## Question

The bands of a crystal can be rebuilt from a small set of localised building blocks, the Wannier functions. The table lists the 26 functions obtained for one cell of hexagonal close-packed ruthenium, which holds two equivalent atoms. The columns function a, function b and function c give the centre of each function as fractions of the cell edges. The column function spread gives its mean square extent about that centre,

$$\Omega=\langle r^2\rangle-|\langle\mathbf r\rangle|^2 ,$$

so $\sqrt{\Omega}$ is a root-mean-square radius. The nuclei lie at (2/3, 1/3, 3/4) and (1/3, 2/3, 1/4), and adding or subtracting a whole number in any coordinate leads to an equivalent place.

Wannier functions of hexagonal close-packed Ru (2 atoms per cell), built with Wannier90 3.1.0 on a 4x4x4 k mesh from GPAW 26.7.0 calculations. These used the rSCAN functional without spin polarisation or spin-orbit coupling, PAW data sets, a 600 eV plane-wave cutoff, an 11x11x6 k mesh for the self-consistent run and Fermi-Dirac smearing of 0.05 eV.

| row | function a (fractional) | function b (fractional) | function c (fractional) | function spread (angstrom^2) |
| --- | --- | --- | --- | --- |
| 1 | 0.667 | 0.333 | 0.750 | 0.090 |
| 2 | 0.796 | 0.834 | 0.984 | 1.762 |
| 3 | 0.666 | 0.332 | 0.752 | 0.132 |
| 4 | 0.666 | 0.338 | 0.748 | 0.139 |
| 5 | 0.668 | 0.335 | 0.750 | 0.132 |
| 6 | 0.446 | -0.167 | 0.776 | 3.222 |
| 7 | 0.174 | 0.233 | 0.521 | 1.595 |
| 8 | 1.299 | 0.625 | 0.742 | 1.980 |
| 9 | 0.664 | 0.323 | 0.751 | 0.598 |
| 10 | 0.655 | 0.312 | 0.742 | 0.612 |
| 11 | 0.665 | 0.333 | 0.752 | 0.584 |
| 12 | 0.681 | 0.339 | 0.751 | 0.589 |
| 13 | 0.671 | 0.348 | 0.750 | 0.573 |
| 14 | 0.333 | 0.667 | 0.250 | 0.090 |
| 15 | 0.164 | 0.251 | -0.003 | 1.516 |
| 16 | 0.335 | 0.672 | 0.251 | 0.132 |
| 17 | 0.335 | 0.661 | 0.250 | 0.144 |
| 18 | 0.333 | 0.665 | 0.248 | 0.140 |
| 19 | 0.567 | 1.237 | 0.268 | 1.903 |
| 20 | 0.787 | 0.797 | 0.474 | 1.615 |
| 21 | -0.171 | 0.558 | 0.200 | 2.997 |
| 22 | 0.346 | 0.682 | 0.250 | 0.552 |
| 23 | 0.347 | 0.694 | 0.249 | 0.605 |
| 24 | 0.341 | 0.662 | 0.252 | 0.634 |
| 25 | 0.306 | 0.660 | 0.258 | 0.582 |
| 26 | 0.318 | 0.637 | 0.251 | 0.656 |

1. Sort the functions by centre and spread, and say which atomic shells they resemble.
2. Explain why some functions stay on the atoms while others leave them.
3. Many of those that leave avoid the exact centres of the holes between atoms. Why?
4. Use the limit of a bare nucleus to test whether the smallest spreads can be read as orbital sizes.
5. Decide which of the remaining irregularities carry physics.

## Model answer

### 1. Four groups

Eighteen functions sit on the nuclei, all within 0.08 Å. Each atom carries one function with a spread of 0.090 Å$^2$, three near 0.14 Å$^2$ and five near 0.6 Å$^2$. One, three and five are the numbers of s, p and d orbitals in a shell. With ruthenium's outer core and valence shells in mind, the groups are 4s, 4p and 4d; this naming is an inference from number, place and size.

The other eight functions, rows 2, 6, 7, 8, 15, 19, 20 and 21, are centred more than 1 Å from any nucleus. They make up less than a third of the set but hold 70% of the total spread. Eight is four per atom, the number supplied by one s and three p orbitals. They therefore take the place of the atomic 5s and 5p orbitals, though they no longer look like them.

### 2. Who stays and who leaves

The deciding comparison is between the size of an orbital and the room that an atom has in the metal. Half the shortest Ru–Ru contact is 1.3 Å. The 4d-like functions have a radius of about 0.77 Å, so most of their weight lies on their own atom, and the 4s-like and 4p-like ones are smaller still. Such functions are already compact where they are, and mixing them with those of a neighbour would only spread them over two atoms.

The outer s and p orbitals are in the opposite position. They must be orthogonal to the inner shells of their own atom, which pushes their weight outwards to where the neighbours' orbitals also are. Lobes from several atoms then overlap in the spaces between them. The Wannier procedure looks for the combinations with the smallest total spread, and for these states a function gathered in a hole can be more compact than one wrapped around a nucleus.

The geometry of the table fits this argument. Close packing in the hexagonal form offers two kinds of roomy place: octahedral holes, with six atoms around them, and pairs of tetrahedral holes that share a face. There are two octahedral holes and two such pairs in the cell. Rows 2, 7, 15 and 20 lie near the octahedral holes, and rows 6, 8, 19 and 21 near the midpoints of the tetrahedral pairs, so that each of the four places has two functions.

A limiting case, argued here and not computed, suggests that the move is a property of the metal. If the atoms were pulled far apart, the lobes would cease to overlap, a function in the empty middle would have nothing to be built from, and the eight would return to the atoms, as 5s and 5p or as hybrids of the two. The same reasoning carries over to other metals. In magnesium, which has the same packing but no d electrons in its valence shell, the spread-out s and p states would be the whole story. In cobalt the d functions should sit even more tightly on their atoms, because a 3d shell has no inner d shell to which it must be orthogonal.

### 3. Why the pairs stand apart

Take the centre of an octahedral hole as origin. The crystal looks the same when inverted through this point, so functions belonging to the hole can be chosen even or odd, each centred exactly on the hole. Suppose that the two found there come from one of each kind, an even function $g$ and an odd function $u$. These can also be mixed into

$$w_\pm=\frac{g\pm u}{\sqrt2}.$$

The average of $r^2$ in each mixture is the mean of the two original values, because the cross term vanishes by symmetry. The centres, however, move to $\pm\mathbf d$, with $\mathbf d=\langle g|\mathbf r|u\rangle$. By the definition of $\Omega$, the sum of the two spreads falls by $2d^2$. This is what happens when an s and a p orbital form two hybrids that point in opposite directions.

Rows 7 and 20 show the pattern well. They lie on opposite sides of one hole, each 0.57 Å from its centre, with spreads of 1.595 and 1.615 Å$^2$. Rows 2 and 15 also face each other across a hole, but their spreads differ by about a sixth. Inversion turns $w_+$ into $w_-$, so an exact pair would have equal spreads; the mismatch belongs to this set of functions, not to the hole. Over these four rows the mean of $d^2$ is 0.32 Å$^2$, which in this picture is what each function saves by standing aside.

The midpoint of a tetrahedral pair has no such inversion symmetry. Moving away from it within the atomic layer leads towards an atom on one side and towards the gap between two atoms on the other. Two functions on opposite sides need not be alike, and they aren't: row 8 stays within about 0.1 Å of the midpoint with a spread of 1.980 Å$^2$, while its partner, row 6, stands farther off and reaches 3.222 Å$^2$. Rows 19 and 21 are unequal too, but they don't copy the first pair: the wide function of row 6 leans towards an atom, that of row 21 towards a gap between two atoms. The missing inversion symmetry thus permits unequal pairs without settling which side gets the wider function, and the unfinished construction described in part 5 may have a share in the inequality.

The gain from mixing should also be open to the 4s-like and 4p-like functions of one atom, yet these stay unmixed and centred on the nucleus. When two functions share a centre, the gain grows only with the square of a small mixing. A search that starts from atomic orbitals therefore feels no pull at first and can come to rest there. The functions on the nuclei are compact, but they need not be the most compact set possible.

### 4. The bare nucleus as a test

For one electron around a nucleus of charge $Z$, the mean square radius is

$$\langle r^2\rangle=\frac{n^2}{2Z^2}\left[5n^2+1-3l(l+1)\right]a_0^2 ,$$

where $n$ and $l$ are the quantum numbers of the orbital and $a_0=0.529$ Å is the Bohr radius. An orbital centred on its nucleus has $\langle\mathbf r\rangle=0$, so this is also its spread. The formula has no adjustable constant.

For 4s, $n=4$ and $l=0$, and the factor in front of $a_0^2/Z^2$ is $8\times81=648$. With the full nuclear charge of ruthenium, $Z=44$, the spread becomes

$$\Omega=\frac{648\times(0.529\ \text{Å})^2}{44^2}\approx0.094\ \text{Å}^2 .$$

The table has 0.090 Å$^2$. This close agreement is a warning, because a 4s electron in ruthenium doesn't feel the bare nucleus. The filled shells beneath it screen a good part of the charge. If only a quarter were screened, the spread would grow by a factor of $1/0.75^2\approx1.8$. Relativity contracts the orbital by some per cent, which is far too little to make up for that. The calculated 4s spread is therefore too small to be the true size of the orbital.

The Wannier functions were built on a 4x4x4 mesh, coarser than the 11x11x6 mesh of the self-consistent run, but this isn't to blame. It does shorten spreads, but for a Gaussian function as small as this one the estimated loss is below 1%. A more likely source is the treatment of the region next to the nucleus. The PAW method describes an orbital by a smooth wave plus a correction inside a small sphere; if the overlaps between such waves place the corrected charge at the nucleus itself, that charge adds nothing to $\langle r^2\rangle$. This explanation is plausible but untested here. The same fault may make the 4p-like and 4d-like spreads too small as well, so the radius of 0.77 Å used in part 2 is better taken as a low estimate.

The order of the groups stands on firmer ground than their absolute sizes. At equal charge the formula would make 4d smaller than 4s, with a spread ratio of 0.78, whereas the calculated ratio is 6.65. The reversal has its origin in the atom: s electrons, and to a lesser degree p electrons, penetrate the inner shells and feel a strong attraction, while d electrons are kept out by their angular momentum and feel a better screened nucleus. The ratio itself rests on the undersized 4s functions and shouldn't be used as a measure of this effect.

### 5. Which irregularities matter

Coordinates below 0 or above 1, as in rows 6 and 19, have no significance; they name the same place in a neighbouring cell. The contrast between rows 6 and 21 needs more care. Each is the wider function of its pair, and the two midpoints are equivalent, yet their spreads are 3.222 and 2.997 Å$^2$. The two ruthenium atoms are identical by symmetry, so this difference can't reveal two kinds of atom.

It belongs to the construction of the functions. The s and p bands cross and merge with higher ones, and the step that separates the wanted states from the rest had not converged. The bands rebuilt from the functions miss the directly calculated ones by 0.06 eV on average and by 0.5 eV at worst. The exact centres and spreads of the eight diffuse functions are thus provisional, and for the widest of them the coarse mesh may hide about a fifth of the spread.

The same caution applies to the 4d-like group, whose spreads run from 0.552 to 0.656 Å$^2$. It is tempting to read this as the effect of the surrounding atoms on differently shaped d orbitals. But the sets on the two atoms don't match each other either, so the scatter shouldn't be given that meaning.

## Remarks on the reasoning

A good answer starts from the centres. Spread alone would suggest a ladder of ever larger atomic orbitals, and only the positions reveal that the top group has left the atoms.

One mistake would be to take the functions in the holes for trapped electrons. The cell has 32 electrons in this calculation, enough to fill the equivalent of 16 bands, while there are 26 functions. The set therefore includes empty states, and a function marks a place where states can be described compactly, not a place where charge has collected.

A second mistake is to conclude that the 4d electrons take no part in bonding because their functions sit on the atoms. A mean radius describes where most of the weight lies. Bonding depends on the tails, and in a transition metal the overlap of d tails between neighbours supplies much of the cohesion.

The test in part 4 is worth making even when the cause of the fault can't be named. A limit that no real 4s orbital of ruthenium should reach is a sharper check than a comparison with a typical value, and it needs only a line of arithmetic.
